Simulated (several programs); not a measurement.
# What each method gives for ZnGeP₂ (I-42d)

ZnGeP₂ (started from an entry of an open crystallographic database), relaxed with r2SCAN in Ansatz, was computed with several methods. Space group I-42d (No. 122), tetragonal; a = 5.447 Å, c = 10.731 Å in the conventional setting, 19.90 Å³ an atom. Around Zn lie 4 P at 2.36 Å; around Ge lie 4 P at 2.33 Å; around P lie 2 Ge at 2.33 Å and 2 Zn at 2.36 Å. Spin-unpolarised throughout; all numbers are computed.

```
Zn Ge P
1.0
    -2.72333    2.72333    5.36562
     2.72333   -2.72333    5.36562
     2.72333    2.72333   -5.36562
Zn Ge P
2 2 4
Direct
  0.00000 0.00000 0.00000
  0.75000 0.25000 0.50000
  0.50000 0.50000 0.00000
  0.25000 0.75000 0.50000
  0.37500 0.37921 0.50421
  0.62079 0.12500 0.99579
  0.87500 0.87079 0.49579
  0.12921 0.62500 0.00421
```

Gaps and times are for a single point on this cell; volume and bulk modulus come from each method's own relaxation or energy curve at fixed shape, which is too stiff where a cell has free coordinates or axes. Times are rough, from shared hosts (Arm Neoverse V1; NVIDIA H100 80GB HBM3), and each method has its own mesh and cell size. A double dagger marks a value from a curve with shape and coordinates held. PM6 (MOPAC), PM7 (MOPAC), GFN1-xTB (tblite), GFN2-xTB (tblite) treat a cluster of cells at its zone centre, which samples few k points: where these miss a band edge, the gap comes out too large for that reason alone. Gaps from k meshes are read at a limited set of points (mesh, symmetry points, PBE's band edges), so each method's own least gap may be somewhat smaller. xTB and the PM methods were fitted mostly to molecules, and can miss a solid's gap by electronvolts. Minimal bases can be far off for gaps. Times of the plane-wave ladder aren't listed, since it ran on unlike processors and cards. GLLB-SC's gap includes the derivative discontinuity. d marks a direct gap, i an indirect one (no mark: not told apart), a dash a value that wasn't computed or didn't pass its checks.

| method | kind | gap (eV) | own volume (Å³/atom) | bulk modulus (GPa) | atoms computed | processor time |
| --- | --- | --- | --- | --- | --- | --- |
| GFN1-xTB (tblite) | tight binding | 1.31 | 21.67‡ | 72‡ | cluster | 4.8 s |
| GFN2-xTB (tblite) | tight binding | 1.78 | 21.10‡ | 55‡ | cluster | 5.4 s |
| light PBE (260 eV and a coarse mesh) | light plane-wave | 1.23 i | – | – | 8 | 8.2 s |
| PM6 (MOPAC) | semi-empirical | 6.00 | – | – | cluster | 11 s |
| PM7 (MOPAC) | semi-empirical | 3.95 | 18.71‡ | 205‡ | cluster | 12 s |
| PBE+SOC | semilocal | 1.20 i | – | – | 8 | – |
| PBE/SZV (CP2K) | small basis | 1.70 d | 21.57‡ | 77‡ | 8 | 25 s |
| PBE | semilocal | 1.21 i | 20.50 | 75‡ | 8 | – |
| r2SCAN | semilocal | 1.43 i | 19.90 | 85‡ | 8 | – |
| PBE/DZVP (CP2K) | small basis | 1.23 i | 20.70‡ | 74‡ | 8 | 61 s |
| GLLB-SC (GPAW) | model potential | 1.99 | – | – | 8 | 86 s |
| HSE06 | hybrid | 1.89 i | – | – | 8 | – |
| PBE0 | hybrid | 2.54 i | – | – | 8 | – |

Against HSE06 (1.89 eV) and with closed or daggered gaps left aside, the nearest gap at the points sampled is that of GLLB-SC (GPAW) (+0.10 eV) and the farthest that of PM6 (MOPAC) (+4.11 eV). HSE06 is only a yardstick of convenience, and nearness to it can be luck.

Volumes against r2SCAN's: PBE +3.0 %.

Only the rows marked +SOC include spin-orbit coupling.
